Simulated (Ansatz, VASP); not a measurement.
Two plane-wave programs on C

File INCAR:

```
SYSTEM = C
PREC = Accurate
ENCUT = 520
EDIFF = 1E-6
ISMEAR = 0
SIGMA = 0.1
LREAL = .FALSE.
LASPH = .TRUE.
NELM = 60
ALGO = Normal
ISIF = 2
LWAVE = .FALSE.
LCHARG = .TRUE.
GGA = PE
LELF = .TRUE.
LVHAR = .TRUE.
NBANDS = 16
```

Contents of KPOINTS:

```
regular mesh
0
G
  6 6 2
  0 0 0
```

File POSCAR:

```
C
1.0
    1.2280479700     -2.1270618200      0.0000000000
    1.2280479700      2.1270618200      0.0000000000
    0.0000000000      0.0000000000      7.1732677600
C
4
Direct
    0.0833794600      0.9166205400      0.7531376000
    0.5833794600      0.4166205400      0.2468624000
    0.9166205400      0.0833794600      0.2468624000
    0.4166205400      0.5833794600      0.7531376000
```

Input for Ansatz:

```yaml
crystal:
  lattice:
    - [1.22804797, -2.12706182, 0.0]
    - [1.22804797, 2.12706182, 0.0]
    - [0.0, 0.0, 7.17326776]
  atoms:
    - { symbol: C, position: [0.08337946, 0.91662054, 0.7531376] }
    - { symbol: C, position: [0.58337946, 0.41662054, 0.2468624] }
    - { symbol: C, position: [0.91662054, 0.08337946, 0.2468624] }
    - { symbol: C, position: [0.41662054, 0.58337946, 0.7531376] }
basis:
  ecutwfc: 420
kpoints:
  mp_grid: { grid: [6, 6, 2] }
hamiltonian:
  xc: pbe
scf:
  occupations: { method: gaussian, width: 0.1 }
output:
  forces: true
  stress: true
  eigenvalues: true
```

Alike in both runs: task single point; functional PBE; k mesh 6 × 6 × 2; occupations gaussian, width 0.1 eV; no spin polarisation.

|  | VASP | Ansatz |
| --- | --- | --- |
| version | VASP 6.6.1 | Ansatz 0.2.0 |
| potentials or method | VASP PAW PBE potentials, release 64 (C) | scalar-relativistic, plane waves, PAW |
| plane-wave cutoff (eV) | 520 | 420 |
| valence electrons in the cell | 16 | 16 |

|  | VASP | Ansatz | Ansatz less VASP |
| --- | --- | --- | --- |
| gap on the k mesh at the Fermi level (eV) | 0.02 | 0.02 | 0.000 |
| least direct gap on the mesh (eV) | 0.02 | 0.02 | 0.000 |
| pressure (GPa) | 4.4 | 4.0 | -0.39 |
| largest component of the traceless stress (GPa) | 3.35 | 2.83 | -0.519 |
| rms of the force components (eV/Å) | 0.015 | 0.015 | 0.0000 |

Atom by atom the forces differ by 0.000 eV/Å (rms over components). The functional is the same, so the differences come from potentials, cutoffs and numerics.

Caveats: the k mesh is coarse (spacing up to 0.49 Å⁻¹), so the values aren't converged; this functional lacks dispersion, which binds the layers, so the pressure and a relaxed spacing across them are unreliable.
